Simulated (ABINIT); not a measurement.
# InP (F-43m) in ABINIT: notebook

Aim: see how the results for InP move with the level of theory and the settings. Levels: PBE, LDA. Tasks: relaxation of cell and atoms, single point.

Program: ABINIT 10.8.3 (patched build). These are calculated values, not measurements. Logs are shortened: lines on timing, memory, paths and dates and some standing lists are left out, and cuts for length are marked. The log counts tension as positive stress, the text compression.

**The experiment to reproduce.**

A printed reference work, data compilation reports, for a bulk crystal of InP at 1.6 K: band gap 1.4236 eV (direct).

The results are compared with them further down.

## Step 1: Starting point

Symmetry: F-43m, No. 216, cubic system. The conventional cell has a = 5.861 Å, b = 5.861 Å, c = 5.861 Å, α = 90.00°, β = 90.00°, γ = 90.00°. In (site symmetry -43m) is surrounded by 4 P at 2.54 Å. Around P (site symmetry -43m) lie 4 In at 2.54 Å.

## Step 2: Relaxation of cell and atoms, PBE

Contents of run.abi:

```
# Pseudopotentials
pp_dirpath "./"
pseudos "In.upf, P.upf"

# Structure
acell 7.83169184 7.83169184 7.83169184
rprim
     0.0000000000     0.7071067812     0.7071067812
     0.7071067812     0.0000000000     0.7071067812
     0.7071067812     0.7071067812     0.0000000000
ntypat 2
znucl 49 15
natom 2
typat 1 2
chkprim 0
chksymtnons 0
tolsym 1.0e-6
xred
            0.0            0.0            0.0
            3/4            3/4            3/4

# Plane-wave basis
ecut 35.0
ecutsm 0.5

# k points
kptopt 1
ngkpt 6 6 6
nshiftk 1
shiftk 0.0 0.0 0.0

# Exchange and correlation
ixc 11

# Bands and occupations
nband 13
occopt 3
tsmear 0.05 eV

# SCF cycle
nstep 80
tolvrs 1.0e-12

# Output
iomode 3
prteig 0
prtebands 0
prtwf 0
prtden 0

# Relaxation
ionmov 2
optcell 2
ntime 50
tolmxf 2.0e-5
dilatmx 1.08
```

Potentials or basis: PseudoDojo NC SR PBE v0.4.1 standard.

The run is started by

```bash
> abinit run.abi > log 2>&1
```

run.abo:

```text
.Version 10.8.3 of ABINIT
 Symmetries : space group F-4 3 m (#216); Bravais cF (face-center cubic)
================================================================================
 Values of the parameters that define the memory need of the present run
     intxc =       0    ionmov =       2      iscf =       7    lmnmax =       6
     lnmax =       6     mgfft =      48  mpssoang =       3    mqgrid =    3001
     natom =       2  nloc_mem =       1    nspden =       1   nspinor =       1
    nsppol =       1      nsym =      24    n1xccc =    2501    ntypat =       2
    occopt =       3   xclevel =       2
       mpw =        4248          nfft =      110592          nkpt =          16
================================================================================
================================================================================

--------------------------------------------------------------------------------
------------- Echo of variables that govern the present computation ------------
--------------------------------------------------------------------------------
 -outvars: echo values of preprocessed input variables --------
            acell      7.8316918400E+00  7.8316918400E+00  7.8316918400E+00 Bohr
              amu      1.14820000E+02  3.09737620E+01
          chkprim           0
      chksymtnons           0
          dilatmx      1.08000000E+00
             ecut      3.50000000E+01 Hartree
           ecutsm      5.00000000E-01 Hartree
           ionmov           2
              ixc          11
         kptrlatt        6    0    0      0    6    0      0    0    6
          kptrlen      4.69901510E+01
            natom           2
            nband          13
            ngfft          48      48      48
             nkpt          16
            nstep          80
             nsym          24
            ntime          50
           ntypat           2
           occopt           3
          optcell           2
           prtden           0
        prtebands           0
           prteig           0
            prtwf           0
            rprim      0.0000000000E+00  7.0710678120E-01  7.0710678120E-01
                       7.0710678120E-01  0.0000000000E+00  7.0710678120E-01
                       7.0710678120E-01  7.0710678120E-01  0.0000000000E+00
          spgroup         216
           tolmxf      2.00000000E-05
           tolsym      1.00000000E-06
           tolvrs      1.00000000E-12
           tsmear      1.83746611E-03 Hartree
            typat      1  2
           xangst      0.0000000000E+00  0.0000000000E+00  0.0000000000E+00
                       4.3957499971E+00  4.3957499971E+00  4.3957499971E+00
            xcart      0.0000000000E+00  0.0000000000E+00  0.0000000000E+00
                       8.3067636125E+00  8.3067636125E+00  8.3067636125E+00
             xred      0.0000000000E+00  0.0000000000E+00  0.0000000000E+00
                       7.5000000000E-01  7.5000000000E-01  7.5000000000E-01
            znucl       49.00000   15.00000

================================================================================

 chkinp: Checking input parameters for consistency.

================================================================================
== DATASET  1 ==================================================================

--- !DatasetInfo
iteration_state: {dtset: 1, }
dimensions: {natom: 2, nkpt: 16, mband: 13, nsppol: 1, nspinor: 1, nspden: 1, mpw: 4248, }
cutoff_energies: {ecut:  35.0, pawecutdg:  -1.0, }
electrons: {nelect:   1.80000000E+01, charge:   0.00000000E+00, occopt:   3.00000000E+00, tsmear:   1.83746611E-03, }
meta: {optdriver: 0, ionmov: 2, optcell: 2, iscf: 7, paral_kgb: 0, }
...

 Exchange-correlation functional for the present dataset will be:
  GGA: Perdew-Burke-Ernzerhof functional - ixc=11
  J.P.Perdew, K.Burke, M.Ernzerhof, PRL 77, 3865 (1996)

 Real(R)+Recip(G) space primitive vectors, cartesian coordinates (Bohr,Bohr^-1):
 R(1)=  0.0000000  5.5378424  5.5378424  G(1)= -0.0902879  0.0902879  0.0902879
 R(2)=  5.5378424  0.0000000  5.5378424  G(2)=  0.0902879 -0.0902879  0.0902879
 R(3)=  5.5378424  5.5378424  0.0000000  G(3)=  0.0902879  0.0902879 -0.0902879
 Unit cell volume ucvol=  3.3966576E+02 bohr^3
 Angles (23,13,12)=  6.00000000E+01  6.00000000E+01  6.00000000E+01 degrees

 getcut: wavevector=  0.0000  0.0000  0.0000  ngfft=  48  48  48
         ecut(hartree)=     40.824   => boxcut(ratio)=   2.13090

--- Pseudopotential description ------------------------------------------------
- pspini: atom type   1  psp file is ./In.upf
  49.00000  13.00000  171031                  znucl, zion, pspdat
12 -101130 2 -1 1964                          pspcod,pspxc,lmax,lloc,mmax
     nproj     2     2     2

- pspini: atom type   2  psp file is ./P.upf
  15.00000   5.00000  171031                  znucl, zion, pspdat
12 -101130 2 -1 1298                          pspcod,pspxc,lmax,lloc,mmax
     nproj     2     2     2

   6.00945385E+02                                ecore*ucvol(ha*bohr**3)
--------------------------------------------------------------------------------

================================================================================

=== [ionmov= 2] Broyden-Fletcher-Goldfarb-Shanno method (forces)
================================================================================

--- Iteration: ( 1/50) Internal Cycle: (1/1)
--------------------------------------------------------------------------------

---SELF-CONSISTENT-FIELD CONVERGENCE--------------------------------------------

--- !BeginCycle
iteration_state: {dtset: 1, itime: 1, icycle: 1, }
solver: {iscf: 7, nstep: 80, nline: 4, wfoptalg: 0, }
tolerances: {tolvrs: 1.00E-12, }
...
[... 472 lines left out ...]
  0.00000000000000E+00  5.63255499785129E+00  5.63255499785129E+00
  5.63255499785128E+00  0.00000000000000E+00  5.63255499785128E+00
  5.63255499785129E+00  5.63255499785129E+00  0.00000000000000E+00
 Unitary Cell Volume (ucvol) [Bohr^3]=  3.57393227618026E+02
 Angles (23,13,12)= [degrees]
  6.00000000000000E+01  6.00000000000000E+01  6.00000000000000E+01
 Lengths [Bohr]
  7.96563566877365E+00  7.96563566877365E+00  7.96563566877365E+00
 Stress tensor in cartesian coordinates (strten) [Ha/bohr^3]
 -2.05354955783166E-09  0.00000000000000E+00  0.00000000000000E+00
  0.00000000000000E+00 -2.05354956130110E-09  0.00000000000000E+00
  0.00000000000000E+00  0.00000000000000E+00 -2.05354955956638E-09
 Total energy (etotal) [Ha]= -7.33942507714966E+01

 Difference of energy with previous step (new-old):
           Absolute (Ha)=-1.15624E-08
           Relative     =-1.57539E-10

 At Broyd/MD step   5, gradients are converged :
  max grad (force/stress) = 2.0535E-07 < tolmxf= 2.0000E-05 ha/bohr (free atoms)

================================================================================

 ----iterations are completed or convergence reached----

 Mean square residual over all n,k,spin=   14.564E-08; max=  30.294E-06
 reduced coordinates (array xred) for    2 atoms
       0.000000000000     -0.000000000000     -0.000000000000
       0.750000000000      0.750000000000      0.750000000000
 rms dE/dt=  0.0000E+00; max dE/dt=  0.0000E+00; dE/dt below (all hartree)
    1       0.000000000000      0.000000000000      0.000000000000
    2       0.000000000000      0.000000000000      0.000000000000

 cartesian coordinates (angstrom) at end:
    1     -0.00000000000000     0.00000000000000     0.00000000000000
    2      4.47092961299791     4.47092961299791     4.47092961299791

 cartesian forces (hartree/bohr) at end:
    1     -0.00000000000000    -0.00000000000000    -0.00000000000000
    2     -0.00000000000000    -0.00000000000000    -0.00000000000000
 frms,max,avg= 0.0000000E+00 0.0000000E+00   0.000E+00  0.000E+00  0.000E+00 h/b

 cartesian forces (eV/Angstrom) at end:
    1     -0.00000000000000    -0.00000000000000    -0.00000000000000
    2     -0.00000000000000    -0.00000000000000    -0.00000000000000
 frms,max,avg= 0.0000000E+00 0.0000000E+00   0.000E+00  0.000E+00  0.000E+00 e/A
 length scales=  7.965635668774  7.965635668774  7.965635668774 bohr
              =  4.215232863411  4.215232863411  4.215232863411 angstroms
 Fermi (or HOMO) energy (hartree) =   0.15489   Average Vxc (hartree)=  -0.33756
 Eigenvalues (hartree) for nkpt=  16  k points:
 kpt#   1, nband= 13, wtk=  0.00463, kpt=  0.0000  0.0000  0.0000 (reduced coord)
  -0.37398   -0.37398   -0.37398   -0.36938   -0.36938   -0.26502    0.14595    0.14595
   0.14595    0.16174    0.29601    0.29601    0.29601
      occupation numbers for kpt#   1
   2.00000    2.00000    2.00000    2.00000    2.00000    2.00000    1.98468    1.98468
   1.98468    0.04693    0.00000    0.00000    0.00000
 prteigrs : prtvol=0 or 1, do not print more k-points.

--- !EnergyTerms
iteration_state     : {dtset: 1, itime: 5, icycle: 1, }
comment             : Components of total free energy in Hartree
kinetic             :  4.43907259383454E+01
hartree             :  1.88183020270721E+01
xc                  : -2.20918219890452E+01
Ewald energy        : -4.41058684229807E+01
psp_core            :  1.68146830594972E+00
local_psp           : -5.82441910073243E+01
non_local_psp       : -1.38428613407560E+01
internal            : -7.33942464887390E+01
'-kT*entropy'       : -4.28275754759117E-06
total_energy        : -7.33942507714966E+01
total_energy_eV     : -1.99715930597758E+03
band_energy         : -3.86031311578355E+00
...

 Cartesian components of stress tensor (hartree/bohr^3)
  sigma(1 1)= -2.05354956E-09  sigma(3 2)=  0.00000000E+00
  sigma(2 2)= -2.05354956E-09  sigma(3 1)=  0.00000000E+00
  sigma(3 3)= -2.05354956E-09  sigma(2 1)=  0.00000000E+00

-Cartesian components of stress tensor (GPa)         [Pressure=  6.0418E-05 GPa]
- sigma(1 1)= -6.04175139E-05  sigma(3 2)=  0.00000000E+00
- sigma(2 2)= -6.04175140E-05  sigma(3 1)=  0.00000000E+00
- sigma(3 3)= -6.04175139E-05  sigma(2 1)=  0.00000000E+00

== END DATASET(S) ==============================================================
================================================================================

 -outvars: echo values of variables after computation  --------
            acell      7.9656356688E+00  7.9656356688E+00  7.9656356688E+00 Bohr
           etotal     -7.3394250771E+01
            fcart     -0.0000000000E+00 -0.0000000000E+00 -0.0000000000E+00
                      -0.0000000000E+00 -0.0000000000E+00 -0.0000000000E+00
            rprim      0.0000000000E+00  7.0710678119E-01  7.0710678119E-01
                       7.0710678119E-01  0.0000000000E+00  7.0710678119E-01
                       7.0710678119E-01  7.0710678119E-01  0.0000000000E+00
           strten     -2.0535495578E-09 -2.0535495613E-09 -2.0535495596E-09
                       0.0000000000E+00  0.0000000000E+00  0.0000000000E+00
           xangst     -6.7460596468E-31  1.4320804368E-31  3.8818987733E-31
                       4.4709296130E+00  4.4709296130E+00  4.4709296130E+00
             xred      2.0230757193E-31 -7.2069597637E-32 -1.5426117350E-31
                       7.5000000000E-01  7.5000000000E-01  7.5000000000E-01
 Calculation completed.
```

Wall time 2.7 min (1 thread of Arm Neoverse V1, shared host); peak memory 0.1 GiB.

Results:

```
Free energy                            : -1997.1593 eV
Relaxed volume                         : 26.48 Å³/atom
Relaxed cell                           : a = 4.215 Å, b = 4.215 Å, c = 4.215 Å, α = 60.00°, β = 60.00°, γ = 60.00°
Space group after relaxing (to 0.05 Å) : F-43m (No. 216)
Energy gained by relaxing              : 13.3 meV/atom
Ionic steps                            : 5
Pressure after relaxing                : 0.0 GPa
Band gap on the k mesh                 : 0.43 eV, direct
```

Step by step:
```csv
step,energy change (eV),largest force (eV/Å),pressure (GPa),volume (Å³)
1,0.0000,0.0000,3.42,50.33
2,-0.0100,0.0000,2.65,50.86
3,-0.0266,0.0000,0.17,52.81
4,-0.0267,0.0000,0.01,52.95
5,-0.0267,0.0000,0.00,52.96
```

Final structure:
```
In P
1.0
     0.00000    2.98062    2.98062
     2.98062    0.00000    2.98062
     2.98062    2.98062    0.00000
In P
1 1
Direct
  0.00000 0.00000 0.00000
  0.75000 0.75000 0.75000
```

Caveat: spin-orbit coupling is left out, which moves the levels of the heavy elements.

(Continued in part 2 of 2.)
